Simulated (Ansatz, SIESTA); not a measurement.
An Ansatz (a first-principles code) input for a relaxation of cell and atoms of BeO (P6_3mc, 4 atoms in the cell) (DFT, PBE, plane waves, default PAW files):

Ansatz 0.2 input:
```yaml
# BeO
crystal:
  lattice:
    - [2.667337, 0.000000, 0.000000]
    - [-1.333669, 2.309982, 0.000000]
    - [0.000000, 0.000000, 4.332260]
  atoms:
    - { symbol: Be, position: [0.333333, 0.666667, 0.000160] }
    - { symbol: Be, position: [0.666667, 0.333333, 0.500160] }
    - { symbol: O, position: [0.333333, 0.666667, 0.377340] }
    - { symbol: O, position: [0.666667, 0.333333, 0.877340] }
kpoints:
  mp_grid: { grid: [7, 7, 4] }
hamiltonian:
  xc: pbe
  pseudopotentials: { kind: paw }
scf:
  occupations: { method: fixed }
relax:
  cell: {}
output:
  forces: true
  eigenvalues: true
  stress: true
```

**Question.** Write the same calculation as an input for SIESTA.

**Answer.** One input that does it (others would too):

```
# files in the folder: Be.psml O.psml (PseudoDojo PBE standard)
SystemName  BeO
SystemLabel beo

NumberOfAtoms                4
NumberOfSpecies              2
%block ChemicalSpeciesLabel
  1 4 Be
  2 8 O
%endblock ChemicalSpeciesLabel
LatticeConstant              1.0 Bohr
%block LatticeVectors
     5.040536412    0.000000000    0.000000000
    -2.520269151    4.365233333    0.000000000
     0.000000000    0.000000000    8.186784901
%endblock LatticeVectors
AtomicCoordinatesFormat      Ang
%block AtomicCoordinatesAndAtomicSpecies
    -0.000001667    1.539988770    0.000693162  1
     1.333669667    0.769993230    2.166823162  1
    -0.000001667    1.539988770    1.634734988  2
     1.333669667    0.769993230    3.800864988  2
%endblock AtomicCoordinatesAndAtomicSpecies

XC.functional                GGA
XC.authors                   PBE
PAO.BasisSize                TZP
PAO.EnergyShift              0.005 Ry
PAO.Polarization.NonPerturbative true
MeshCutoff                   400 Ry
%block kgrid.MonkhorstPack
    7   0   0  0.0
    0   7   0  0.0
    0   0   4  0.0
%endblock kgrid.MonkhorstPack
OccupationFunction           FD
ElectronicTemperature        10 K

MaxSCFIterations             150
SCF.Mixer.Method             Pulay
SCF.Mixer.Weight             0.2
SCF.Mixer.History            8
SCF.DM.Tolerance             1.0E-04
Diag.ParallelOverK           true
MD.TypeOfRun                 CG
MD.Steps                     40
MD.MaxForceTol               0.02 eV/Ang
MD.VariableCell              true
MD.MaxStressTol              0.05 GPa
WriteForces                  true
Charge.Mulliken              end
```

Basis, cutoffs, solver keys and any potentials are the target program's own. This input uses DFT, GGA PBE, numerical atomic orbitals TZP, PseudoDojo PBE standard norm-conserving potentials (rewritten from UPF to PSML).

The starting cell comes from a database of computed structures (which also holds hypothetical and non-ambient phases and stackings), without a prior relaxation at this level. Its lattice was rescaled by a random factor within 2.5 % of one.
